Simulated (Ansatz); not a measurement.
What a change of settings does to a run on Ge

The structure comes from a relaxation in the same program, started in the hcp type, and has space group P6_3/mmc. Whether it is a known phase or the ground state wasn't checked.

First run: DFT, PBE, all-electron PAW with datasets made for the crystal, scalar-relativistic (Ansatz 0.2.0).

Command: `ansatz run input.yaml --threads 1 --pin off --max-ram 2048MiB --backend cpu --events-out ev --progress --plain --runs-dir out` The run took 15 s on 1 thread of Arm Neoverse N1 (shared host), peak memory 0.37 GiB.

```yaml
crystal:
  lattice:
    - [2.9759643188, 0.0, 0.0]
    - [-1.4879821594, 2.5772607008, 0.0]
    - [0.0, 0.0, 5.053495465]
  atoms:
    - { symbol: Ge, position: [0.3333333333, 0.6666666667, 0.25] }
    - { symbol: Ge, position: [0.6666666667, 0.3333333333, 0.75] }
kpoints:
  mp_grid: { grid: [15, 15, 8] }
  band_path:
    path:
      - [0.0, 0.0, 0.0]
      - [0.5, 0.0, 0.0]
      - [0.3333333333, 0.3333333333, 0.0]
      - [0.0, 0.0, 0.0]
      - [0.0, 0.0, 0.5]
      - [0.5, 0.0, 0.5]
      - [0.3333333333, 0.3333333333, 0.5]
      - [0.0, 0.0, 0.5]
      - [0.5, 0.0, 0.5]
    npoints: 8
scf:
  occupations: { method: fermi_dirac, width: 0.05 }
hamiltonian:
  xc: pbe
  pseudopotentials: { kind: all_electron, datasets: crystal }
output:
  forces: true
  stress: true
  eigenvalues: true
  efg: { contact_densities: true }
```

Result: converged; pressure 0.02 GPa; no gap on the k mesh; 7 SCF iterations.

The input is then changed:

```diff
@@ -22,5 +22,6 @@
     npoints: 8
 scf:
-  occupations: { method: fermi_dirac, width: 0.05 }
+  occupations: { method: tetrahedron_uncorrected }
+  lower_state_search: light
 hamiltonian:
   xc: pbe
```

Question: Predict the outcome of the changed run.

Answer: It converged; energy at zero smearing +64.9 meV/atom from the first run; pressure 0.60 GPa; no gap on the k mesh; 7 SCF iterations.

The results part of its log:

```
SCF 1 converged in 7 iterations: F = -114231.835521 eV  dr2 = 3.92e-10
  Residual-converged pass: ⟨swp⟩=2.0  Hψ=2162  notcnv=0  max |occ|·‖R‖ = 4.8e-6 eV (tolerance 5.3e-6 eV)  dr2=4.00e-10  dr2_onsite=9.55e-10  max |Δocc| = 2.7e-11
  greatest PAW one-centre occupation: 0.741 electrons in one spin orbital (limit 2), on the Ge atom at site 1 (counted from 0), in its partial waves of l = 0
NSCF: frozen V_eff on 65 k-points
SCF converged after 7 iterations
Free energy (F): -114231.835521 eV
Harris-Foulkes:  -114231.835521 eV  (|F-HF|=3.20e-10)
Internal energy: -114231.835159 eV  (E = F + TS)
E sigma→0 (E₀):  -114231.835521 eV
Entropy (-TS):   -0.000361 eV (-0.181 meV/atom)
Past the cutoff: the bands carry plane waves up to 1.75 times it, of which those up to 1.5 times it add -0.000177 eV an atom, each by itself; the spheres take 0.000080 eV an atom off the energy for waves past 1.75 times it
By the cutoff:   a pressure is off by up to 0.005 GPa (1.2 times the spheres' own share and the shells' term, over an atom's volume, and 0.004 GPa: a bound that held against runs at twice the plane waves)
Past the cutoffs: a stress includes 0.0004 GPa for waves and charges beyond them, in addition to the slope of what the spheres take
In the spheres:  the bands' charges fall short by 3.4e-6 e at most (sound up to 1e-3), those of shells solved beside the bands by 1.7e-7 e (sound up to 5e-4)
Fermi energy:    12.392279 eV
--- Per-component energies (eV) ---
  The terms above E_closure are by the made datasets' own strengths, without shells solved beside the bands.
--- Forces (eV/Å), atoms counted from 1 ---
  atom   1  Ge     0.00000000     0.00000000     0.00000000
  atom   2  Ge    -0.00000000    -0.00000000     0.00000000
  max |Σ_I F_I| component: 9.25e-18 eV/Å
--- Stress (GPa, compression-positive) ---
        0.803953      -0.000000       0.000000
       -0.000000       0.803953      -0.000000
        0.000000      -0.000000       0.204914
  P = ⅓ Tr σ = 0.6043 GPa (6.043 kbar)
  It holds what live shells' own plane waves past their cutoff add
--- PAW observables at the nuclei: V_zz in 10²¹ V/m², potentials from the cell's mean, atoms counted from 1 ---
  atom   1  Ge V_zz =    -0.192243   η = 0.0000   by run symmetry: allowed
            electrostatic potential = -4323.813367 V   contact ρ = 210360.663073 e/Å³
  atom   2  Ge V_zz =    -0.192243   η = 0.0000   by run symmetry: allowed
            electrostatic potential = -4323.813367 V   contact ρ = 210360.663073 e/Å³
--- Band table (eV; the first three rows and the last of 135) ---
  k-point 0: bands = ["-0.6019", "4.0660", "6.8746", "19.4997", "19.4997", "20.4424", "21.1909"]
  k-point 1: bands = ["-0.5119", "3.5163", "7.6032", "19.3682", "19.5649", "19.5649", "21.1447"]
  k-point 2: bands = ["-0.2422", "2.5472", "9.1074", "17.2995", "19.7535", "19.7535", "20.9942"]
  k-point 134: bands = ["6.5972", "6.5972", "9.0924", "9.0924", "10.0688", "10.0688", "17.8669"]
```
